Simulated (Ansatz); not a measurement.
Runs of Ansatz 0.2.0 on Sn. It takes space group Im-3m (No. 229, cubic). The conventional cell has a = 3.789 Å, b = 3.789 Å, c = 3.789 Å, α = 90.00°, β = 90.00°, γ = 90.00°. Around Sn (site symmetry m-3m) lie 8 Sn at 3.28 Å. This isn't the form of Sn at room conditions, which is tetragonal (white tin).

```tsv
task	level	cell	k mesh	gap on the mesh (eV)	pressure (GPa)	relaxed volume (Å³/atom)
relaxation of cell and atoms	revPBE+D3(BJ)	relaxed	10 × 10 × 10	none	0.0	25.74
relaxation of cell and atoms	BLYP+D3(BJ)	relaxed	10 × 10 × 10	none	0.0	27.28
phonons	LDA	as given	7 × 7 × 7	none	-	-
relaxation of cell and atoms	BLYP+D4	relaxed	10 × 10 × 10	none	0.0	(a)
relaxation of cell and atoms	revPBE+D4	relaxed	10 × 10 × 10	none	0.0	26.11
```

Alike in all rows: potentials or basis Ansatz PAW; no spin polarisation; cutoff (eV) 420; smearing fermi-dirac 0.05 eV.

Q: Estimate the missing entries.

A: (a) 27.85.

Caveats: the PAW data sets come from PBE, with cores solved anew for the run's functional, which leaves a small shift of forces and pressure; the plane-wave basis is chosen anew once the cell has moved, so the energies of steps on either side of that aren't comparable (some runs); pairwise dispersion overbinds metals, which lowers pressure and volume (some runs).

A k mesh can miss the band edges, and the runs leave out spin-orbit coupling on Sn.

A gap of «none» marks a metal or a gap under the smearing width.

Runs at the PBE level aren't shown here.
